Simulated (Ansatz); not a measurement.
BaSnO3: H interstitial (started 1.78 Å from the nearest host atom)

Consider a 20-atom supercell of BaSnO3 in the cubic perovskite structure (space group Pm-3m, No. 221; a = 4.1219 Å) at its relaxed geometry.

The change: one H atom is added in an open site, starting 1.78 Å from the nearest host atom, atoms relaxed at fixed cell, starting from a slightly rattled geometry.

Calculations: Ansatz (a first-principles code), PBEsol, PAW, cutoff 420 eV, spin-orbit coupling left out. k-mesh 4×4×4 (Γ-centred); smearing 0.01 eV (Fermi–Dirac).

| quantity | base | changed | shift |
|---|---|---|---|
| pressure | 0.0 GPa | 7.7 GPa | +7.7 GPa |
| gap of the supercell | 0.86 eV | zero | – |
| total moment of the cell | – | 0.0 μB | – |
| largest displacement of a host atom from its site in the perfect cell | – | 0.33 Å | – |
| final site of the added atom | – | 1 O at 0.99 Å and 2 Ba at 2.47 Å (trigonal planar) | – |

Final structure:

```yaml
crystal:
  lattice:
    - [4.12186, -4.12186, -4.12186]
    - [-4.12186, 4.12186, -4.12186]
    - [4.12186, 4.12186, 4.12186]
  atoms:
    - { symbol: Ba, position: [0.49651, 0.48580, 0.99936] }
    - { symbol: Ba, position: [0.02600, 0.01524, 0.99930] }
    - { symbol: Ba, position: [0.00801, 0.50119, 0.50327] }
    - { symbol: Ba, position: [0.51459, 0.00778, 0.50330] }
    - { symbol: Sn, position: [0.51398, 0.50941, 0.51089] }
    - { symbol: Sn, position: [0.02033, 0.00535, 0.51317] }
    - { symbol: Sn, position: [0.00858, 0.50944, 0.00552] }
    - { symbol: Sn, position: [0.50231, 0.00532, 0.99513] }
    - { symbol: O, position: [0.26123, 0.52542, 0.27424] }
    - { symbol: O, position: [0.76135, 0.01176, 0.26052] }
    - { symbol: O, position: [0.76133, 0.48113, 0.72986] }
    - { symbol: O, position: [0.26126, 0.97751, 0.72636] }
    - { symbol: O, position: [0.76080, 0.75896, 0.50453] }
    - { symbol: O, position: [0.25819, 0.25627, 0.50468] }
    - { symbol: O, position: [0.26451, 0.75898, 0.00828] }
    - { symbol: O, position: [0.76169, 0.25630, 0.00821] }
    - { symbol: O, position: [0.50050, 0.25440, 0.24246] }
    - { symbol: O, position: [0.97212, 0.76013, 0.21973] }
    - { symbol: O, position: [0.02201, 0.25441, 0.76398] }
    - { symbol: O, position: [0.55034, 0.76009, 0.79790] }
    - { symbol: H, position: [0.76144, 0.89157, 0.14054] }
```

Cost of the whole job for the changed cell (relaxation, final SCF and bands): around 40 core-minutes (rough).

The magnetic state is the one reached from the starting moments; the real material's order can differ, and small cells can't hold many antiferromagnetic ones. The cell is small, so the values are those of an ordered compound at a high defect concentration; dilute-limit values will differ. A case with no gap was solved on a k-mesh chosen for an insulator, which is coarse for it. Seeded moments were not kept for H interstitial (started 1.78 Å from the nearest host atom). The defect cell is spin-polarised and ends with 0.0 μB.
